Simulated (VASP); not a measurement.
# Ni (Fm-3m) in VASP: a series of runs

Runs on Ni. Level: PBE. Tasks: relaxation of cell and atoms.

Program: VASP 6.6.1. These are calculated values, not measurements. Logs are shortened: lines on timing, memory, paths and dates and some standing lists are left out, and cuts for length are marked.

### 1 Starting point

The structure is cubic, space group Fm-3m (No. 225). Conventional cell: a = 3.524 Å, b = 3.524 Å, c = 3.524 Å, α = 90.00°, β = 90.00°, γ = 90.00°. Around Ni (site symmetry m-3m) lie 12 Ni at 2.49 Å.

### 2 Relaxation of cell and atoms, PBE, collinear spin, ferromagnetic start

File INCAR:

```
SYSTEM = Ni
ALGO     = Fast           ! electronic algorithm
EDIFF    = 1E-7           ! SCF threshold, eV
EDIFFG   = -0.002         ! ionic threshold
ENCUT    = 520            ! plane-wave cutoff, eV
GGA      = PE             ! functional
IBRION   = 2              ! ionic algorithm
ISIF     = 3              ! what is computed and relaxed
ISMEAR   = 0              ! smearing method
ISPIN    = 2              ! spin polarisation
LASPH    = .TRUE.         ! aspherical terms in the spheres
LCHARG   = .FALSE.        ! write CHGCAR
LMAXMIX  = 4              ! l up to which the mixer works
LORBIT   = 11             ! projections on sites
LREAL    = .FALSE.        ! projectors in reciprocal space
LWAVE    = .FALSE.        ! write WAVECAR
MAGMOM   = 0.8            ! initial moments
NELM     = 150            ! most SCF steps
NSW      = 80             ! ionic steps
PREC     = Accurate       ! precision mode
SIGMA    = 0.3            ! smearing width, eV
```

File KPOINTS:

```
k-points
0
G
  20 20 20
  0 0 0
```

File POSCAR:

```
Ni
1.0
    0.0000000000      1.7619350000      1.7619350000
    1.7619350000      0.0000000000      1.7619350000
    1.7619350000      1.7619350000      0.0000000000
Ni
1
Direct
    0.0000000000      0.0000000000      0.0000000000
```

Potentials or basis: VASP PAW PBE potentials, release 64 (Ni).

The run is started by

```console
> cat potpaw_PBE.64/Ni/POTCAR > POTCAR
> mpirun -np 1 vasp_std > vasp.out
```

OUTCAR:

```text
SYSTEM = Ni
   EDIFF = 1E-7
   EDIFFG = -0.002
   ENCUT = 520
   GGA = PE
   IBRION = 2
   ISIF = 3
   ISMEAR = 0
   ISPIN = 2
   LASPH = .TRUE.
   LORBIT = 11
   LREAL = .FALSE.
   NELM = 150
   NSW = 80
   PREC = Accurate

 ion  position               nearest neighbor table
   1  0.000  0.000  0.000-

  LATTYP: Found a face centered cubic cell.
 ALAT       =     3.5238700000

  Lattice vectors:

 A1 = (   0.0000000000,   1.7619350000,   1.7619350000)
 A2 = (   1.7619350000,   0.0000000000,   1.7619350000)
 A3 = (   1.7619350000,   1.7619350000,   0.0000000000)

Analysis of symmetry for initial positions (statically):
=====================================================================
 Subroutine PRICEL returns:
 Original cell was already a primitive cell.

 Routine SETGRP: Setting up the symmetry group for a
 face centered cubic supercell.

 Subroutine GETGRP returns: Found 48 space group operations
 (whereof 48 operations were pure point group operations)
 out of a pool of 48 trial point group operations.

The static configuration has the point symmetry O_h .

Analysis of symmetry for dynamics (positions and initial velocities):
=====================================================================
 Subroutine PRICEL returns:
 Original cell was already a primitive cell.

 Routine SETGRP: Setting up the symmetry group for a
 face centered cubic supercell.

 Subroutine GETGRP returns: Found 48 space group operations
 (whereof 48 operations were pure point group operations)
 out of a pool of 48 trial point group operations.

The dynamic configuration has the point symmetry O_h .

Analysis of structural, dynamic, and magnetic symmetry:
=====================================================================
 Subroutine PRICEL returns:
 Original cell was already a primitive cell.

 Routine SETGRP: Setting up the symmetry group for a
 face centered cubic supercell.

 Subroutine GETGRP returns: Found 48 space group operations
 (whereof 48 operations were pure point group operations)
 out of a pool of 48 trial point group operations.

The overall configuration has the point symmetry O_h .

 Subroutine INISYM returns: Found 48 space group operations
 (whereof 48 operations are pure point group operations),
 and found     1 'primitive' translations

----------------------------------------------------------------------------------------

                                     Primitive cell

  volume of cell :      10.9396

  direct lattice vectors                    reciprocal lattice vectors
     0.000000000  1.761935000  1.761935000    -0.283778914  0.283778914  0.283778914
[... 106 lines left out ...]
  Fermi-wavevector in a.u.,A,eV,Ry     =   1.588821  3.002436 34.345893  2.524352
  Thomas-Fermi vector in A             =   2.687765
   LORBIT       =     11    0 simple, 1 ext, 2 COOP (PROOUT), +10 PAW based schemes
   GGA     = PE    functional components
   LHFCALC =     F    Hartree Fock is set to
   AEXX    =    0.0000 exact exchange contribution
   IVDW    =     0    specifies the selected vdW correction
   LEPSILON=     F    determine dielectric tensor
   LRPA    =     F    only Hartree local field effects (RPA)
 conjugate gradient relaxation of ions
 spin polarized calculation
 RMM-DIIS sequential band-by-band and
 Gauss-broadening in eV      SIGMA  =   0.30
  energy-cutoff  :      520.00
  volume of cell :       10.94
 maximum number of plane-waves:       306
   NGX =  9   NGY =  9   NGZ =  9

--------------------------------------- Ionic step        1  -------------------------------------------

 number of electron      10.0000010 magnetization       0.6117821

 Free energy of the ion-electron system (eV)
  ---------------------------------------------------
  ext. energy  EPLUGINS =         0.00000000
  ---------------------------------------------------
  free energy    TOTEN  =        -5.50863654 eV

  energy without entropy =       -5.43510460  energy(sigma->0) =       -5.47187057

------------------------ aborting loop because EDIFF is reached ----------------------------------------

  FORCE on cell =-STRESS in cart. coord.  units (eV):
  Direction    XX          YY          ZZ          XY          YZ          ZX
  --------------------------------------------------------------------------------------
  -------------------------------------------------------------------------------------
  Total       -0.0323206     -0.0323206     -0.0323206      0.0000000      0.0000000      0.0000000
  in kB       -4.7335855     -4.7335855     -4.7335855      0.0000000      0.0000000      0.0000000
  external PRESSURE =      -4.7335855 kB  Pullay stress =       0.0000000 kB
[... 57 lines left out ...]
--------------------------------------- Ionic step        3  -------------------------------------------

 number of electron      10.0000010 magnetization       0.6110265

 Free energy of the ion-electron system (eV)
  ---------------------------------------------------
  ext. energy  EPLUGINS =         0.00000000
  ---------------------------------------------------
  free energy    TOTEN  =        -5.50867259 eV

  energy without entropy =       -5.43528197  energy(sigma->0) =       -5.47197728

 E-fermi :   9.3140     XC(G=0): -13.2367

 val. band max:        9.3081183749   @ k =  -0.4000   0.0500   0.0000
 cond. band min:       9.3171368624   @ k =   0.3500   0.1500   0.0500
 fundamental gap:      0.0090184875
 Fermi energy:         9.3140379634

 spin component 1

 k-point     1 :       0.0000    0.0000    0.0000
  band No.  band energies     occupation
      1       0.3415      1.00000
      2       6.9289      1.00000
      3       6.9289      1.00000
      4       6.9289      1.00000
      5       8.0767      1.00000
      6       8.0767      1.00000
      7      33.0265      0.00000
      8      36.8592      0.00000
      9      36.8592      0.00000
[... 265 lines left out ...]
 k-point    24 :      -0.3500    0.0500    0.0000
  band No.  band energies     occupation
      1       4.1739      1.00000
      2       7.0039      1.00000
      3       7.0577      1.00000
      4       7.1764      1.00000
      5       8.4198      0.99999
      6       8.7668      0.99506
      7      18.4542      0.00000
      8      30.9796      0.00000
      9      33.3382      0.00000

 [... further k-points ...]

 spin component 2

 k-point     1 :       0.0000    0.0000    0.0000
  band No.  band energies     occupation
      1       0.3106      1.00000
      2       7.6463      1.00000
      3       7.6463      1.00000
      4       7.6463      1.00000
      5       8.6706      0.99879
      6       8.6706      0.99879
      7      32.8700      0.00000
      8      36.8493      0.00000
      9      36.8493      0.00000
[... 304 lines left out ...]
  FREE ENERGIE OF THE ION-ELECTRON SYSTEM (eV)
  ---------------------------------------------------
  free  energy   TOTEN  =        -5.5086725896 eV

  energy  without entropy=       -5.4352819681  energy(sigma->0) =       -5.47197728

 reached required accuracy - stopping structural energy minimisation

 total charge

# of ion       s       p       d       tot
------------------------------------------
    1        0.496   0.495   8.313   9.304

 magnetization (x)

# of ion       s       p       d       tot
------------------------------------------
    1       -0.006  -0.024   0.652   0.622
```

CONTCAR:

```text
Ni
   1.00000000000000
     0.0000000000000000    1.7605908559937899    1.7605908559937899
     1.7605908559937899    0.0000000000000000    1.7605908559937899
     1.7605908559937899    1.7605908559937899    0.0000000000000000
  Ni
     1
Direct
     0.0000000000000000    0.0000000000000000    0.0000000000000000

  0.00000000E+00  0.00000000E+00  0.00000000E+00
```

Wall time 57 s (1 thread of Intel Xeon 6975P-C (Granite Rapids), shared host); peak memory 0.17 GiB.

What came out:

```
Free energy                                           : -5.5087 eV
Relaxed volume                                        : 10.91 Å³/atom
Relaxed cell                                          : a = 2.490 Å, b = 2.490 Å, c = 2.490 Å, α = 60.00°, β = 60.00°, γ = 60.00°
Space group after relaxing (to 0.05 Å)                : Fm-3m (No. 225)
Energy gained by relaxing                             : 0.0 meV/atom
Ionic steps                                           : 3
Pressure after relaxing                               : 0.0 GPa
Band gap on the k mesh                                : none (metal or under the smearing width)
Net moment                                            : 0.61 μB per cell
Site moments                                          : Ni +0.62 μB
Valence electrons inside the program's atomic spheres : Ni 9.30
```

Final structure:
```yaml
crystal:
  lattice:
    - [0.00000, 1.76059, 1.76059]
    - [1.76059, 0.00000, 1.76059]
    - [1.76059, 1.76059, 0.00000]
  atoms:
    - { symbol: Ni, position: [0.00000, 0.00000, 0.00000] }
```

### 3 Relaxation of cell and atoms, PBE, collinear spin, ferromagnetic start

This run uses another cell than the first one, of 10.91 Å³/atom, 0.998 times its volume.

INCAR is that of step 2.

KPOINTS is that of step 2.

File POSCAR:

```
Ni                                      
1.0
    0.0000000000      1.7605908560      1.7605908560
    1.7605908560      0.0000000000      1.7605908560
    1.7605908560      1.7605908560      0.0000000000
  Ni            
     1
Direct
     0.0000000000000000    0.0000000000000000    0.0000000000000000
```

Potentials or basis: VASP PAW PBE potentials, release 64 (Ni).

The run is started by

```console
> cat potpaw_PBE.64/Ni/POTCAR > POTCAR
> mpirun -np 1 vasp_std > vasp.out
```

It took 73 s on 1 thread of Intel Xeon 6975P-C (Granite Rapids), shared host; peak memory 0.17 GiB.

Results (log left out):

```yaml
Free_energy: -5.5087 eV
Energy_gained_by_relaxing: 0.0 meV/atom
Ionic_steps: 8
Pressure_after_relaxing: 0.0 GPa
Band_gap_on_the_k_mesh: none (metal or under the smearing width)
Net_moment: 0.61 μB per cell
Site_moments: Ni +0.62 μB
Valence_electrons_inside_the_program's_atomic_spheres: Ni 9.30
```

Final structure:
```xyz
1
Lattice="0.0000 1.7606 1.7606 1.7606 0.0000 1.7606 1.7606 1.7606 0.0000" Properties=species:S:1:pos:R:3 pbc="T T T"
Ni    0.0000    0.0000    0.0000
```

Levels at points of the mesh, in eV from the Fermi level:
Spin up:
```
           k point  band 2  band 3  band 4  band 5  band 6  band 7  band 8  band 9
(0.00, 0.00, 0.00)   -2.39   -2.39   -2.39   -1.24   -1.24   23.71   27.55   27.55
(0.50, 0.00, 0.00)   -2.38   -2.38   -0.57   -0.57   -0.27    5.67   22.20   24.64
(0.50, 0.50, 0.00)   -4.14   -0.53   -0.43   -0.43    2.46    9.21   14.81   14.81
```
Spin down:
```tsv
k point	band 3	band 4	band 5	band 6	band 7	band 8
(0.00, 0.00, 0.00)	-1.67	-1.67	-0.64	-0.64	23.56	27.54
(0.50, 0.00, 0.00)	-1.77	-0.33	0.16	0.16	6.08	22.06
(0.50, 0.50, 0.00)	0.09	0.39	0.39	2.43	9.45	14.82
```
